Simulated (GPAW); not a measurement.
AlN: band structure with mBEEF

**Measured values to compare with.**

“Structural and optical properties of self-assembled AlN nanowires grown on SiO2/Si substrates by molecular beam epitaxy”, 2024, arxiv:2402.00216 quotes, for a bulk crystal of AlN at 0 K: band gap 6.0343 eV (an exciton energy, a little under the gap).

The system is AlN.

```
Al N
1.0
     3.11300    0.00000    0.00000
    -1.55650    2.69594    0.00000
     0.00000    0.00000    4.98100
Al N
2 2
Direct
  0.66667 0.33333 0.50000
  0.33333 0.66667 0.00000
  0.66667 0.33333 0.88000
  0.33333 0.66667 0.38000
```

* Program: GPAW 26.7.0
* Task: band structure
* Functional: mBEEF
* Potentials or basis: GPAW PAW data sets (gpaw-data 1.2.1)
* Cutoff: 800 eV
* Basis: pw
* k mesh: 7 × 7 × 4
* Occupations: fermi-dirac, width 0.05 eV
* Spin: no spin polarisation
* Maxiter: 150
* Band path: GMKGALHA,LM,KH
* Band points: 60

```yaml
Pressure: -1.4 GPa
Largest_force: 0.123 eV/Å
Band_gap_on_the_k_mesh: 5.04 eV, direct
Band_gap_along_the_path: 5.04 eV, direct
```

Forces in eV/Å, atoms in the order of the input:
```
Al   0.000  0.000 -0.123
Al   0.000  0.000 -0.119
N    0.000  0.000  0.118
N    0.000  0.000  0.122
```

Stress tensor (GPa, compression positive):
```
-1.97  0.00  0.00
 0.00 -1.97  0.00
 0.00  0.00 -0.22
```

Levels at the corners of the path, in eV from the valence-band top:
```tsv
point	band 4	band 5	band 6	band 7	band 8	band 9	band 10	band 11	band 12
Γ	-0.87	-0.87	-0.19	-0.19	0.00	5.04	7.64	11.77	12.16
M	-4.15	-3.35	-2.11	-1.73	-0.68	6.65	6.74	9.21	11.41
K	-3.75	-3.75	-2.44	-2.38	-2.38	5.94	9.35	10.72	10.72
Γ	-0.87	-0.87	-0.19	-0.19	0.00	5.04	7.64	11.77	12.16
A	-3.33	-0.54	-0.54	-0.54	-0.54	7.37	7.37	11.45	11.45
L	-5.57	-1.47	-1.47	-1.37	-1.37	6.19	6.19	10.30	10.30
H	-4.81	-3.81	-3.81	-0.81	-0.81	8.36	8.36	8.79	8.80
A	-3.33	-0.54	-0.54	-0.54	-0.54	7.37	7.37	11.45	11.45
L	-5.57	-1.47	-1.47	-1.37	-1.37	6.19	6.19	10.30	10.30
M	-4.15	-3.35	-2.11	-1.73	-0.68	6.65	6.74	9.21	11.41
K	-3.75	-3.75	-2.44	-2.38	-2.38	5.94	9.35	10.72	10.72
H	-4.81	-3.81	-3.81	-0.81	-0.81	8.36	8.36	8.79	8.80
```

Wall time 110 s on 1 thread of Intel(R) Xeon(R) Platinum 8488C (Sapphire Rapids), on a shared host, peak memory 0.33 GiB.

A measured gap of AlN is 6.0343 eV (an exciton energy, a little under the gap; 0 K; quoted in “Structural and optical properties of self-assembled AlN nanowires grown on SiO2/Si substrates by molecular beam epitaxy”, 2024, arxiv:2402.00216); the calculated 5.04 eV misses it by -0.99 eV. 2 values of this kind are on record (6.034 to 6.0343 eV); this one was drawn at random. The value is that of mBEEF, without temperature or zero-point motion.

Caveat: the PAW data sets were made with another functional, which shifts forces and pressure a little.
